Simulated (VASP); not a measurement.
Output of a VASP run:

**OSZICAR**
```
       N       E                     dE             d eps       ncg     rms          rms(c)
DAV:   1     0.121557721407E+02    0.12156E+02   -0.23918E+03   320   0.566E+02
DAV:   2    -0.783790724727E+01   -0.19994E+02   -0.19164E+02   440   0.792E+01
DAV:   3    -0.827160662663E+01   -0.43370E+00   -0.43370E+00   408   0.150E+01
DAV:   4    -0.827409494027E+01   -0.24883E-02   -0.24883E-02   480   0.129E+00
DAV:   5    -0.827410014484E+01   -0.52046E-05   -0.52046E-05   432   0.563E-02    0.346E+00
DAV:   6    -0.820939000092E+01    0.64710E-01   -0.87441E-02   352   0.144E+00    0.216E+00
DAV:   7    -0.818858903385E+01    0.20801E-01   -0.91352E-02   368   0.164E+00    0.403E-01
DAV:   8    -0.818938295337E+01   -0.79392E-03   -0.62934E-03   344   0.467E-01    0.102E-01
DAV:   9    -0.818969922318E+01   -0.31627E-03   -0.58558E-04   400   0.161E-01    0.344E-02
DAV:  10    -0.818971294451E+01   -0.13721E-04   -0.22500E-05   448   0.280E-02    0.188E-02
DAV:  11    -0.818973955947E+01   -0.26615E-04   -0.50377E-05   352   0.476E-02    0.226E-03
DAV:  12    -0.818973991628E+01   -0.35681E-06   -0.37976E-07   416   0.480E-03
   1 F= -.81897399E+01 E0= -.81897399E+01  d E =-.818974E+01
       N       E                     dE             d eps       ncg     rms          rms(c)
DAV:   1    -0.824721825191E+01   -0.57479E-01   -0.11229E+00   376   0.542E+00    0.847E-01
DAV:   2    -0.821717551400E+01    0.30043E-01   -0.58321E-02   336   0.140E+00    0.535E-01
DAV:   3    -0.820649339505E+01    0.10682E-01   -0.32936E-02   352   0.836E-01    0.128E-01
DAV:   4    -0.820592827735E+01    0.56512E-03   -0.11982E-03   344   0.228E-01    0.127E-01
DAV:   5    -0.820577549857E+01    0.15278E-03   -0.26944E-04   440   0.907E-02    0.491E-02
DAV:   6    -0.820578228205E+01   -0.67835E-05   -0.13252E-05   368   0.252E-02    0.978E-03
DAV:   7    -0.820578479197E+01   -0.25099E-05   -0.31875E-06   376   0.114E-02    0.604E-03
DAV:   8    -0.820578506057E+01   -0.26859E-06   -0.38209E-07   296   0.412E-03
   2 F= -.82057851E+01 E0= -.82057851E+01  d E =-.160451E-01
       N       E                     dE             d eps       ncg     rms          rms(c)
DAV:   1    -0.821268715315E+01   -0.69024E-02   -0.10212E-01   360   0.166E+00    0.256E-01
DAV:   2    -0.821001781006E+01    0.26693E-02   -0.49568E-03   360   0.405E-01    0.161E-01
DAV:   3    -0.820906862201E+01    0.94919E-03   -0.29373E-03   368   0.250E-01    0.409E-02
DAV:   4    -0.820902528229E+01    0.43340E-04   -0.10209E-04   368   0.678E-02    0.400E-02
DAV:   5    -0.820901428817E+01    0.10994E-04   -0.22739E-05   408   0.265E-02    0.150E-02
DAV:   6    -0.820901485271E+01   -0.56454E-06   -0.10577E-06   344   0.752E-03
   3 F= -.82090149E+01 E0= -.82090149E+01  d E =-.192749E-01
```

OUTCAR:
```
------------------------ aborting loop because EDIFF is reached ----------------------------------------
  FORCE on cell =-STRESS in cart. coord.  units (eV):
  Direction    XX          YY          ZZ          XY          YZ          ZX
  --------------------------------------------------------------------------------------
  Total        0.0021715      0.0021715      0.0021715      0.0000000      0.0000000     -0.0000000
  in kB        0.0575053      0.0575053      0.0575053      0.0000000      0.0000000     -0.0000000
  external PRESSURE =       0.0575053 kB  Pullay stress =       0.0000000 kB
  volume of cell :       60.50
      direct lattice vectors                 reciprocal lattice vectors
    -0.000000000  3.115835398  3.115835398    -0.160470608  0.160470608  0.160470608
     3.115835398  0.000000000  3.115835398     0.160470608 -0.160470608  0.160470608
     3.115835398  3.115835398  0.000000000     0.160470608  0.160470608 -0.160470608
 POSITION                                       TOTAL-FORCE (eV/Angst)
 -----------------------------------------------------------------------------------
      0.00000      0.00000      0.00000        -0.000000     -0.000000     -0.000000
      1.55792      1.55792      1.55792         0.000000      0.000000      0.000000
 -----------------------------------------------------------------------------------
    total drift:                               -0.000000     -0.000000     -0.000000
  FREE ENERGIE OF THE ION-ELECTRON SYSTEM (eV)
  ---------------------------------------------------
  free  energy   TOTEN  =        -8.2090148527 eV

  energy  without entropy=       -8.2090148527  energy(sigma->0) =       -8.20901485

 reached required accuracy - stopping structural energy minimisation
```
(Selected blocks of OUTCAR.)

POSCAR:
```
AlSb
1
    0.0000000000     3.0700000000     3.0700000000
    3.0700000000     0.0000000000     3.0700000000
    3.0700000000     3.0700000000     0.0000000000
Al Sb
1 1
Direct
  0.0000000000   0.0000000000   0.0000000000
  0.2500000000   0.2500000000   0.2500000000
```

### Question
Write an INCAR and KPOINTS that could have produced this output.

### Answer
One answer among several that fit: the input of the run itself, PBE GGA, plane waves, VASP's PBE PAW potentials (set 64).

**KPOINTS**
```
Automatic mesh
0
gamma
 7 7 7
0 0 0
```

**INCAR**
```
# general
SYSTEM  = AlSb
PREC    = Accurate
ENCUT   = 400
LREAL   = F
LASPH   = T

# electronic loop
EDIFF   = 1E-6   # SCF stop (eV)
NELM    = 100
ALGO    = Normal   # blocked Davidson
LMAXMIX = 4   # l cut-off of mixed one-centre charges

# smearing
ISMEAR  = 0
SIGMA   = 0.05

# functional
GGA     = PE

# ions
IBRION  = 2
NSW     = 60   # most ionic steps
ISIF    = 3
EDIFFG  = -0.01

# output
LWAVE   = F
LCHARG  = F
```

POTCAR, in this order: Al Sb (PBE.64 set). Program: vasp_std.

Energy and stress use the plane-wave basis of the starting cell.

The compound is AlSb in the zinc blende structure. This run relaxes it. Symmetry was kept, so distortions that lower it aren't found.
